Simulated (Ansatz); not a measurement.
The system is CdS.

```xyz
2
Lattice="0.0000 2.7532 2.7532 2.7532 0.0000 2.7532 2.7532 2.7532 0.0000" Properties=species:S:1:pos:R:3 pbc="T T T"
Cd    0.0000    0.0000    0.0000
S     2.7532    2.7532    2.7532
```

Measurements of this composition are mostly on another form, of space group No. 186.

* Program: Ansatz 0.2.0
* Task: relaxation of cell and atoms
* Functional: PBEsol0
* Potentials or basis: Ansatz PAW
* Cutoff: 420 eV (not typed: the program's choice for these potentials)
* k mesh: 4 × 4 × 4
* Occupations: fermi-dirac, width 0.05 eV
* Spin: no spin polarisation

At the start: volume 20.87 Å³/atom.

Question: Where does the relaxation end?

Answer: It ends after 5 steps and the volume is 19.64 Å³/atom (-5.9 %); space group Fm-3m (No. 225, to 0.05 Å).

Step by step:
```csv
step,energy change (eV),largest force (eV/Å),volume (Å³)
1,0.0000,0.0000,41.74
2,-0.0223,0.0000,37.68
3,-0.0403,0.0000,39.46
4,-0.0407,0.0000,39.29
5,-0.0390,0.0000,39.29
```

Final structure:
```
Cd S
1.0
     0.00000    2.69815    2.69815
     2.69815    0.00000    2.69815
     2.69815    2.69815    0.00000
Cd S
1 1
Cartesian
  0.0000 0.0000 0.0000
  2.6981 2.6981 2.6981
```

Caveat: the k mesh is coarse (spacing up to 0.49 Å⁻¹), so the values aren't converged, least of all with exact exchange; the plane-wave basis is chosen anew once the cell has moved, so the energies of steps on either side of that aren't comparable; the PAW data sets come from PBE, with cores solved anew for the run's functional, which leaves a small shift of forces and pressure.
